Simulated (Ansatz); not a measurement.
# Ti2Co: a scan of the volume

This session on Ti2Co sets out to follow energy and moments against volume.

Program: Ansatz 0.2.0. Level of theory: DFT r2SCAN, scalar-relativistic, plane waves, PAW. These are calculated values, not measurements.

1 further run of the same task is left out (set aside as unsound or not needed). Runs told in other sessions of the task aren't counted.

## 1. The structure to begin with

Symmetry: Fd-3m, No. 227, cubic system. The conventional cell has a = 6.730 Å, b = 6.730 Å, c = 6.730 Å, α = 90.00°, β = 90.00°, γ = 90.00°. Around Ti (site symmetry -3m) lie 6 Ti at 2.38 Å and 6 Co at 2.79 Å. Around Co (site symmetry -43m) lie 12 Ti at 2.79 Å and 4 Co at 2.91 Å.

As a file:

```xyz
6
Lattice="0.0000 3.3650 3.3650 3.3650 0.0000 3.3650 3.3650 3.3650 0.0000" Properties=species:S:1:pos:R:3 pbc="T T T"
Ti    0.8413    0.8413    0.8413
Ti    0.8413    2.5238    2.5238
Ti    2.5238    2.5238    0.8413
Ti    2.5238    0.8413    2.5238
Co    3.3650    3.3650    3.3650
Co    5.0475    5.0475    5.0475
```

Source of the structure: the Crystallography Open Database. It is taken as it stands there.

## 2. The base input

File input.yaml:

```yaml
crystal:
  lattice:
    - [0.0, 3.365, 3.365]
    - [3.365, 0.0, 3.365]
    - [3.365, 3.365, 0.0]
  atoms:
    - { symbol: Ti, position: [0.125, 0.125, 0.125], spin: 0.27 }
    - { symbol: Ti, position: [0.625, 0.125, 0.125], spin: 0.27 }
    - { symbol: Ti, position: [0.125, 0.125, 0.625], spin: 0.27 }
    - { symbol: Ti, position: [0.125, 0.625, 0.125], spin: 0.27 }
    - { symbol: Co, position: [0.5, 0.5, 0.5], spin: 1.55 }
    - { symbol: Co, position: [0.75, 0.75, 0.75], spin: 1.55 }
basis:
  ecutwfc: 500
kpoints:
  mp_grid: { grid: [10, 10, 10] }
hamiltonian:
  xc: r2scan
scf:
  occupations: { method: gaussian, width: 0.1 }
output:
  forces: true
  stress: true
  eigenvalues: true
  populations: true
magnetization:
  spin_polarized: true
```

Its results, from an earlier run: -3379.4455 eV/atom at zero smearing, pressure 23.96 GPa, largest force 0.000 eV/Å, no gap on the mesh, site moments Ti +0.17 (×4), Co +1.44 (×2) μB, in 20 SCF cycles and 70 s.

## 3. V/V0 = 0.8, start: antiferromagnetic in the cell, signs +-

File input.yaml:

```yaml
crystal:
  lattice:
    - [0.0, 3.123789285, 3.123789285]
    - [3.123789285, 0.0, 3.123789285]
    - [3.123789285, 3.123789285, 0.0]
  atoms:
    - { symbol: Ti, position: [0.125, 0.125, 0.125] }
    - { symbol: Ti, position: [0.625, 0.125, 0.125] }
    - { symbol: Ti, position: [0.125, 0.125, 0.625] }
    - { symbol: Ti, position: [0.125, 0.625, 0.125] }
    - { symbol: Co, position: [0.5, 0.5, 0.5], spin: 3.0 }
    - { symbol: Co, position: [0.75, 0.75, 0.75], spin: -3.0 }
basis:
  ecutwfc: 500
kpoints:
  mp_grid: { grid: [10, 10, 10] }
hamiltonian:
  xc: r2scan
scf:
  occupations: { method: gaussian, width: 0.1 }
  lower_state_search: "off"
output:
  forces: true
  stress: true
  eigenvalues: true
  populations: true
magnetization:
  spin_polarized: true
```

On the command line:

```sh
$ ansatz run input.yaml --threads 1 --pin off --max-ram 2560MiB --backend cpu --events-out ev --progress --plain --runs-dir out
```

## 4. V/V0 = 0.86, start: antiferromagnetic in the cell, signs +-

Changes to input.yaml since step 3:

```diff
@@ -2,5 +2,5 @@
   lattice:
-    - [0.0, 3.123789285, 3.123789285]
-    - [3.123789285, 0.0, 3.123789285]
-    - [3.123789285, 3.123789285, 0.0]
+    - [0.0, 3.2000091415, 3.2000091415]
+    - [3.2000091415, 0.0, 3.2000091415]
+    - [3.2000091415, 3.2000091415, 0.0]
   atoms:
```

## 5. V/V0 = 0.92, start: antiferromagnetic in the cell, signs +-

Changes to input.yaml since step 4:

```diff
@@ -2,5 +2,5 @@
   lattice:
-    - [0.0, 3.2000091415, 3.2000091415]
-    - [3.2000091415, 0.0, 3.2000091415]
-    - [3.2000091415, 3.2000091415, 0.0]
+    - [0.0, 3.2727614002, 3.2727614002]
+    - [3.2727614002, 0.0, 3.2727614002]
+    - [3.2727614002, 3.2727614002, 0.0]
   atoms:
@@ -26,2 +26,6 @@
   populations: true
+  write_density: true
+  write_potential: true
+  elf: true
+  volumetric_format: npy
 magnetization:
```

## 6. V/V0 = 0.96, start: antiferromagnetic in the cell, signs +-

Changes to input.yaml since step 5:

```diff
@@ -2,5 +2,5 @@
   lattice:
-    - [0.0, 3.2727614002, 3.2727614002]
-    - [3.2727614002, 0.0, 3.2727614002]
-    - [3.2727614002, 3.2727614002, 0.0]
+    - [0.0, 3.319521452, 3.319521452]
+    - [3.319521452, 0.0, 3.319521452]
+    - [3.319521452, 3.319521452, 0.0]
   atoms:
@@ -26,6 +26,2 @@
   populations: true
-  write_density: true
-  write_potential: true
-  elf: true
-  volumetric_format: npy
 magnetization:
```

## 7. V/V0 = 1, start: antiferromagnetic in the cell, signs +-

Changes to input.yaml since step 6:

```diff
@@ -2,5 +2,5 @@
   lattice:
-    - [0.0, 3.319521452, 3.319521452]
-    - [3.319521452, 0.0, 3.319521452]
-    - [3.319521452, 3.319521452, 0.0]
+    - [0.0, 3.365, 3.365]
+    - [3.365, 0.0, 3.365]
+    - [3.365, 3.365, 0.0]
   atoms:
```

## 8. V/V0 = 1.04, start: antiferromagnetic in the cell, signs +-

Changes to input.yaml since step 7:

```diff
@@ -2,5 +2,5 @@
   lattice:
-    - [0.0, 3.365, 3.365]
-    - [3.365, 0.0, 3.365]
-    - [3.365, 3.365, 0.0]
+    - [0.0, 3.4092813939, 3.4092813939]
+    - [3.4092813939, 0.0, 3.4092813939]
+    - [3.4092813939, 3.4092813939, 0.0]
   atoms:
```

## 9. V/V0 = 1.1, start: antiferromagnetic in the cell, signs +-

Changes to input.yaml since step 8:

```diff
@@ -2,5 +2,5 @@
   lattice:
-    - [0.0, 3.4092813939, 3.4092813939]
-    - [3.4092813939, 0.0, 3.4092813939]
-    - [3.4092813939, 3.4092813939, 0.0]
+    - [0.0, 3.4736225885, 3.4736225885]
+    - [3.4736225885, 0.0, 3.4736225885]
+    - [3.4736225885, 3.4736225885, 0.0]
   atoms:
```

## 10. V/V0 = 1.18, start: antiferromagnetic in the cell, signs +-

Changes to input.yaml since step 9:

```diff
@@ -2,5 +2,5 @@
   lattice:
-    - [0.0, 3.4736225885, 3.4736225885]
-    - [3.4736225885, 0.0, 3.4736225885]
-    - [3.4736225885, 3.4736225885, 0.0]
+    - [0.0, 3.5558688747, 3.5558688747]
+    - [3.5558688747, 0.0, 3.5558688747]
+    - [3.5558688747, 3.5558688747, 0.0]
   atoms:
```

(Steps that only read results are left out.)

Q: Predict the outcome of the series: the values and the trend.

As calculated:

| quantity | value |
| --- | --- |
| lowest point, start “antiferromagnetic in the cell, signs +-” | V/V0 = 1.18 |

What this shows: For the start “antiferromagnetic in the cell, signs +-” the lowest point lies at V/V0 = 1.18, at the edge of the range, so the minimum is not bracketed. The pressure passes through zero near V/V0 = 1.179, about 14.98 Å³/atom. The moments vanish at V/V0 = 0.80 and below and stand from 0.86 up, reaching 1.87 μB: expansion narrows the bands and favours magnetism. The listed cell is far from this method's equilibrium (24.0 GPa, forces up to 0.00 eV/Å), so its values are not those of the relaxed crystal. Other magnetic orders or occupations could lie lower; they were not searched in full. The small moment in this metal comes from r2SCAN alone, which enlarges such moments; no other functional was run here.
